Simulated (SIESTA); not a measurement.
# YN in SIESTA: the effect of functional

YN:

```
CELL_PARAMETERS angstrom
0.00000 2.43850 2.43850
2.43850 0.00000 2.43850
2.43850 2.43850 0.00000
ATOMIC_POSITIONS crystal
Y 0.00000 0.00000 0.00000
N 0.50000 0.50000 0.50000
```

Alike in all runs:

* Program: SIESTA 5.4.2
* Task: band structure
* Basis: DZP (energy shift 0.003 Ry; two zetas on semicore shells)
* Grid cutoff: 800 Ry
* Energy shift: 0.003 Ry
* k mesh: 9 × 9 × 9
* Occupations: fermi-dirac, width 0.05 eV
* Spin: no spin polarisation

Problem. One run gave: gap on the mesh 0.08 eV; pressure 0.5 GPa. Which functional did it use?
A. vdW-DF-cx
B. BLYP
C. AM05

Solution. A.

| functional | potentials or basis | gap on the mesh (eV) | pressure (GPa) |
| --- | --- | --- | --- |
| AM05 | PseudoDojo 0.4 standard (PBEsol files) | none | -0.2 |
| BLYP | PseudoDojo 0.4 standard (PBE files) | 0.24 | 10.1 |
| vdW-DF-cx | PseudoDojo 0.4 standard (PBE files) | 0.08 | 0.5 |

Caveats: the potentials were made for another functional, which shifts forces and pressure; the basis of atomic orbitals isn't converged, which shifts pressures, moduli and gaps.

A k mesh can miss the band edges.

A gap of «none» marks a metal or a gap under the smearing width.
